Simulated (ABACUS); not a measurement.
# N under changes of volume

One of the cells (6.723 Å³/atom); the others are scaled copies at fixed shape and fractional positions:

```
CELL_PARAMETERS angstrom
2.51947 0.00000 0.00000
-1.25974 2.18193 0.00000
0.00000 0.00000 2.44600
ATOMIC_POSITIONS crystal
N 0.33333 0.66667 0.75000
N 0.66667 0.33333 0.25000
```

The real solid is made of molecules; this cell is a model form.

| Item | Value |
| --- | --- |
| Program | ABACUS 3.10.1 |
| Functional | PBE |
| Potentials or basis | PseudoDojo NC SR 0.4.1 PBE standard |
| Cutoff | 1143 eV |
| Density cutoff | 4572 eV |
| Basis | plane waves |
| k mesh | 12 × 12 × 11 |
| Occupations | fermi-dirac, width 0.05 eV |
| Spin | no spin polarisation |

```csv
volume (Å³/atom),energy over the lowest point (meV/atom),pressure (GPa)
6.320,?,?
6.454,39.92,21.2
6.589,24.37,16.1
6.723,12.93,11.3
6.858,5.24,6.9
6.992,1.00,2.9
7.127,0.00,-0.8
```

**Question.** What does the run at 6.320 Å³/atom give?

**Answer.** Energy over the lowest point 59.94 meV/atom; pressure 26.9 GPa.

Worked out: A Birch-Murnaghan fit of order 3 (a polynomial in V^(-2/3)) to the other rows has its minimum at 7.10 Å³/atom with B0 = V·E''(V) = 190 GPa and B' = 3.0 at fixed shape and positions, which overstates the stiffness. It gives 59.73 meV/atom at 6.320 Å³/atom, against the run's 59.94, and -dE/dV = 26.4 GPa, against 26.9.

Energies are extrapolated to zero smearing.
